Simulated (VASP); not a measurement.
# BN (Qingsongite) (F-43m) in VASP: single point with PBEsol

Aim: the single point of BN (Qingsongite) with PBEsol.

All numbers are computed with VASP 6.6.1; they aren't measurements. Logs are shortened: lines on timing, memory, paths and dates and some standing lists are left out, and cuts for length are marked.

**Measured values to compare with.**

From a printed reference work, monograph, for a bulk crystal of BN at 300 K: band gap 6.4 eV (indirect).

How close the calculation comes is told below.

### 1 The cell of the first run

It takes space group F-43m (No. 216, cubic). The conventional cell has a = 3.615 Å, b = 3.615 Å, c = 3.615 Å, α = 90.00°, β = 90.00°, γ = 90.00°. Within 2.1 Å of B (site symmetry -43m) lie 4 N at 1.57 Å. Within 2.1 Å of N (site symmetry -43m) lie 4 B at 1.57 Å.

### 2 Single point, PBEsol

INCAR reads:

```
  PREC = Accurate
  ENCUT = 520
  EDIFF = 1E-6
  ISMEAR = 0
  SIGMA = 0.01
  LREAL = F
  LASPH = T
  NELM = 80
  ALGO = Normal
  ISIF = 2
  LWAVE = F
  LCHARG = T
  GGA = PS
  LELF = T
  LVHAR = T
  NBANDS = 11
```

KPOINTS reads:

```
Automatic mesh
0
Gamma
  9 9 9
```

POSCAR reads:

```
BN
1.0
    0.0000000000      1.8075000000      1.8075000000
    1.8075000000      0.0000000000      1.8075000000
    1.8075000000      1.8075000000      0.0000000000
B N
1 1
Direct
    0.0000000000      0.0000000000      0.0000000000
    0.2500000000      0.2500000000      0.2500000000
```

Potentials or basis: VASP PAW PBE potentials, release 64 (B, N).

On the command line:

```bash
$ cat potpaw_PBE.64/B/POTCAR potpaw_PBE.64/N/POTCAR > POTCAR
$ mpirun -np 1 vasp_std > vasp.out
```

OUTCAR:

```text
PREC = Accurate
   ENCUT = 520
   EDIFF = 1E-6
   ISMEAR = 0
   LREAL = F
   LASPH = T
   NELM = 80
   ISIF = 2
   GGA = PS

 ion  position               nearest neighbor table
   1  0.000  0.000  0.000-   2 1.57   2 1.57   2 1.57   2 1.57
   2  0.250  0.250  0.250-   1 1.57   1 1.57   1 1.57   1 1.57

  LATTYP: Found a face centered cubic cell.
 ALAT       =     3.6150000000

  Lattice vectors:

 A1 = (   0.0000000000,   1.8075000000,   1.8075000000)
 A2 = (   1.8075000000,   0.0000000000,   1.8075000000)
 A3 = (   1.8075000000,   1.8075000000,   0.0000000000)

Analysis of symmetry for initial positions (statically):
=====================================================================
 Subroutine PRICEL returns:
 Original cell was already a primitive cell.

 Routine SETGRP: Setting up the symmetry group for a
 face centered cubic supercell.

 Subroutine GETGRP returns: Found 24 space group operations
 (whereof 24 operations were pure point group operations)
 out of a pool of 48 trial point group operations.

The static configuration has the point symmetry T_d .

Analysis of symmetry for dynamics (positions and initial velocities):
=====================================================================
 Subroutine PRICEL returns:
 Original cell was already a primitive cell.

 Routine SETGRP: Setting up the symmetry group for a
 face centered cubic supercell.

 Subroutine GETGRP returns: Found 24 space group operations
 (whereof 24 operations were pure point group operations)
 out of a pool of 48 trial point group operations.

The dynamic configuration has the point symmetry T_d .

 Subroutine INISYM returns: Found 24 space group operations
 (whereof 24 operations are pure point group operations),
 and found     1 'primitive' translations

----------------------------------------------------------------------------------------

                                     Primitive cell

  volume of cell :      11.8104

  direct lattice vectors                    reciprocal lattice vectors
     0.000000000  1.807500000  1.807500000    -0.276625173  0.276625173  0.276625173
     1.807500000  0.000000000  1.807500000     0.276625173 -0.276625173  0.276625173
     1.807500000  1.807500000  0.000000000     0.276625173  0.276625173 -0.276625173

  length of vectors
     2.556191014  2.556191014  2.556191014     0.479128854  0.479128854  0.479128854

  position of ions in fractional coordinates (direct lattice)
     0.000000000  0.000000000  0.000000000
     0.250000000  0.250000000  0.250000000

  ion indices of the primitive-cell ions
   primitive index   ion index
                 1           1
                 2           2

----------------------------------------------------------------------------------------

 KPOINTS: Automatic mesh

Automatic generation of k-mesh.
 Grid dimensions read from file:
 generate k-points for:    9    9    9

 Generating k-lattice:

  Cartesian coordinates                     Fractional coordinates (reciprocal lattice)
    -0.030736130  0.030736130  0.030736130     0.111111111  0.000000000  0.000000000
     0.030736130 -0.030736130  0.030736130     0.000000000  0.111111111  0.000000000
     0.030736130  0.030736130 -0.030736130     0.000000000  0.000000000  0.111111111

  Length of vectors
     0.053236539  0.053236539  0.053236539

  Shift w.r.t. Gamma in fractional coordinates (k-lattice)
     0.000000000  0.000000000  0.000000000

 Subroutine IBZKPT returns following result:
 ===========================================

 Found     35 irreducible k-points:

 Following reciprocal coordinates:
            Coordinates               Weight
  0.000000  0.000000  0.000000      1.000000
  0.111111  0.000000  0.000000      8.000000
  0.222222  0.000000  0.000000      8.000000
  0.333333  0.000000  0.000000      8.000000
  0.444444  0.000000  0.000000      8.000000
  0.111111  0.111111  0.000000      6.000000
[... 16 lines left out ...]
 -0.333333  0.333333  0.000000     12.000000
  0.444444  0.444444  0.000000      6.000000
 [... further k-points ...]
   k-points           NKPTS =     35   k-points in BZ     NKDIM =     35   number of bands    NBANDS=     11
   number of dos      NEDOS =    301   number of ions     NIONS =      2
   total plane-waves  NPLWV =   8000
   dimension x,y,z NGX =    20 NGY =   20 NGZ =   20
   dimension x,y,z NGXF=    40 NGYF=   40 NGZF=   40
   ions per type =               1   1
   NGX,Y,Z   is equivalent  to a cutoff of  13.01, 13.01, 13.01 a.u.
   NGXF,Y,Z  is equivalent  to a cutoff of  26.01, 26.01, 26.01 a.u.
 SYSTEM =  unknown system
   PREC   = accura    normal or accurate (medium, high low for compatibility)
   ISTART =      0    job   : 0-new  1-cont  2-samecut
   ICHARG =      2    charge: 1-file 2-atom 10-const
   ISPIN  =      1    spin polarized calculation?
   LNONCOLLINEAR =      F non collinear calculations
   LSORBIT =      F    spin-orbit coupling
   LASPH  =      T    aspherical Exc in radial PAW
   ENCUT  =  520.0 eV  38.22 Ry    6.18 a.u.   4.75  4.75  4.75*2*pi/ulx,y,z
   NELM   =     80;   NELMIN=  2; NELMDL= -5     # of ELM steps
   EDIFF  = 0.1E-05   stopping-criterion for ELM
   LREAL  =      F    real-space projection
   EDIFFG = 0.1E-04   stopping-criterion for IOM
   NSW    =      0    number of steps for IOM
   IBRION =     -1    ionic relax: 0-MD 1-quasi-New 2-CG
   NFREE  =      0    steps in history (QN), initial steepest desc. (CG)
   ISIF   =      2    stress and relaxation
   ISYM   =      2    0-nonsym 1-usesym 2-fastsym
   POTIM  = 0.5000    time-step for ionic-motion
   TEBEG  =    0.0;   TEEND  =   0.0 temperature during run
   PSTRESS=    0.0 pullay stress
   NELECT =       8.0000    total number of electrons
   NUPDOWN=      -1.0000    fix difference up-down
   EMIN   =  10.00;   EMAX   =-10.00  energy-range for DOS
   EFERMI =   0.00;   METHOD = LEGACY
   ISMEAR =     0;   SIGMA  =   0.01  broadening in eV -4-tet -1-fermi 0-gaus
   EFERMI_NEDOS =   21; number of points for ismear=-14 and -15
   IALGO  =     38    algorithm
   IMIX   =      4    mixing-type and parameters
     AMIX     =   0.40;   BMIX     =  1.00
     AMIX_MAG =   1.60;   BMIX_MAG =  1.00
  volume/ion in A,a.u.               =       5.91        39.85
  Fermi-wavevector in a.u.,A,eV,Ry     =   1.437749  2.716952 28.124920  2.067123
  Thomas-Fermi vector in A             =   2.556793
   LORBIT       =      0    0 simple, 1 ext, 2 COOP (PROOUT), +10 PAW based schemes
   GGA     = PS    functional components
   LHFCALC =     F    Hartree Fock is set to
   AEXX    =    0.0000 exact exchange contribution
   IVDW    =     0    specifies the selected vdW correction
   LEPSILON=     F    determine dielectric tensor
   LRPA    =     F    only Hartree local field effects (RPA)
 non-spin polarized calculation
 Gauss-broadening in eV      SIGMA  =   0.01
  energy-cutoff  :      520.00
  volume of cell :       11.81
 maximum number of plane-waves:       331
   NGX =  9   NGY =  9   NGZ =  9

 number of electron       7.9999999 magnetization

 Free energy of the ion-electron system (eV)
  ---------------------------------------------------
  ext. energy  EPLUGINS =         0.00000000
  ---------------------------------------------------
  free energy    TOTEN  =       -18.34646707 eV

  energy without entropy =      -18.34646707  energy(sigma->0) =      -18.34646707

 E-fermi :   7.4306     XC(G=0): -13.0162

 val. band max:        7.3628801761   @ k =   0.0000   0.0000   0.0000
 cond. band min:      11.7973376786   @ k =   0.4444   0.4444   0.0000
 fundamental gap:      4.4344575026
 Fermi energy:         7.4305598337

 k-point     1 :       0.0000    0.0000    0.0000
  band No.  band energies     occupation
      1     -12.8901      2.00000
      2       7.3629      2.00000
      3       7.3629      2.00000
      4       7.3629      2.00000
      5      16.1245      0.00000
      6      16.1245      0.00000
      7      16.1245      0.00000
      8      17.6304      0.00000
      9      31.8727      0.00000
     10      35.0524      0.00000
     11      35.0524      0.00000

 k-point     2 :       0.1111    0.0000    0.0000
  band No.  band energies     occupation
      1     -12.5885      2.00000
      2       5.8215      2.00000
      3       7.0525      2.00000
      4       7.0525      2.00000
      5      16.4284      0.00000
      6      16.5911      0.00000
      7      16.5911      0.00000
      8      18.6068      0.00000
      9      31.4694      0.00000
     10      32.1125      0.00000
     11      32.1125      0.00000

 k-point     3 :       0.2222    0.0000    0.0000
  band No.  band energies     occupation
      1     -11.7051      2.00000
      2       2.6852      2.00000
      3       6.3952      2.00000
      4       6.3952      2.00000
      5      16.8408      0.00000
      6      17.4676      0.00000
      7      17.4676      0.00000
      8      20.4417      0.00000
      9      30.6568      0.00000
     10      30.7793      0.00000
     11      30.7793      0.00000

 k-point     4 :       0.3333    0.0000    0.0000
  band No.  band energies     occupation
      1     -10.3372      2.00000
      2      -0.5558      2.00000
      3       5.7937      2.00000
      4       5.7937      2.00000
      5      17.2115      0.00000
      6      17.9445      0.00000
      7      17.9445      0.00000
      8      21.7671      0.00000
      9      30.3029      0.00000
     10      31.5890      0.00000
     11      31.5890      0.00000
[... 239 lines left out ...]
 k-point    22 :      -0.4444    0.3333    0.0000
  band No.  band energies     occupation
      1      -7.3874      2.00000
      2      -1.1322      2.00000
      3       0.5635      2.00000
      4       3.1767      2.00000
      5      13.9251      0.00000
      6      19.5040      0.00000
      7      23.2019      0.00000
      8      23.6328      0.00000
      9      26.6191      0.00000
     10      33.8258      0.00000
     11      35.5290      0.00000

 k-point    23 :      -0.3333    0.3333    0.0000
  band No.  band energies     occupation
      1      -7.4776      2.00000
      2      -1.1088      2.00000
      3      -0.0643      2.00000
      4       3.8499      2.00000
      5      15.0519      0.00000
      6      21.6839      0.00000
      7      21.8965      0.00000
      8      23.3783      0.00000
      9      25.3471      0.00000
     10      32.2300      0.00000
     11      34.0367      0.00000

 k-point    24 :       0.4444    0.4444    0.0000
  band No.  band energies     occupation
      1      -7.6253      2.00000
      2      -1.1455      2.00000
      3       2.5229      2.00000
      4       2.5229      2.00000
      5      11.7973      0.00000
      6      16.5649      0.00000
      7      24.9250      0.00000
      8      24.9250      0.00000
      9      27.7800      0.00000
     10      34.5412      0.00000
     11      41.1842      0.00000

 [... further k-points ...]
[... 5 lines left out ...]
  --------------------------------------------------------------------------------------
  -------------------------------------------------------------------------------------
  Total       -0.1729880     -0.1729880     -0.1729880      0.0000000      0.0000000     -0.0000000
  in kB      -23.4672236    -23.4672236    -23.4672236      0.0000000      0.0000000     -0.0000000
  external PRESSURE =     -23.4672236 kB  Pullay stress =       0.0000000 kB

 VOLUME and BASIS-vectors are now :
 -----------------------------------------------------------------------------
  energy-cutoff  :      520.00
  volume of cell :       11.81
      direct lattice vectors                 reciprocal lattice vectors
     0.000000000  1.807500000  1.807500000    -0.276625173  0.276625173  0.276625173
     1.807500000  0.000000000  1.807500000     0.276625173 -0.276625173  0.276625173
     1.807500000  1.807500000  0.000000000     0.276625173  0.276625173 -0.276625173

 POSITION                                       TOTAL-FORCE (eV/Angst)
 -----------------------------------------------------------------------------------
      0.00000      0.00000      0.00000        -0.000000     -0.000000     -0.000000
      0.90375      0.90375      0.90375         0.000000      0.000000      0.000000
 -----------------------------------------------------------------------------------
    total drift:                                0.000000      0.000000      0.000000

  FREE ENERGIE OF THE ION-ELECTRON SYSTEM (eV)
  ---------------------------------------------------
  free  energy   TOTEN  =       -18.3464670728 eV

  energy  without entropy=      -18.3464670728  energy(sigma->0) =      -18.34646707
```

Run time: 6.7 s. Hardware: 1 thread of AMD EPYC 7R43 (Zen 3), shared host; peak memory 0.09 GiB.

Results:

```
Free energy            : -18.3465 eV
Pressure               : -2.3 GPa
Band gap on the k mesh : 4.43 eV, indirect (least direct gap 8.76 eV)
```

Levels at points of the mesh, in eV from the valence-band top:
```tsv
k point	band 1	band 2	band 3	band 4	band 5	band 6	band 7	band 8
(0.00, 0.00, 0.00)	-20.25	0.00	0.00	0.00	8.76	8.76	8.76	10.27
```

Caveat: the PAW data sets were made with another functional, which shifts forces and pressure a little.

### 3 Against experiment

Step 2. Against the measured gap of BN, 6.4 eV (indirect; 300 K; a printed reference work, monograph), the calculated 4.43 eV is off by -1.97 eV. The value is that of PBEsol on a finite k mesh, which can miss the band edges, without temperature or zero-point motion. Semilocal functionals fall short of measured gaps as a rule.
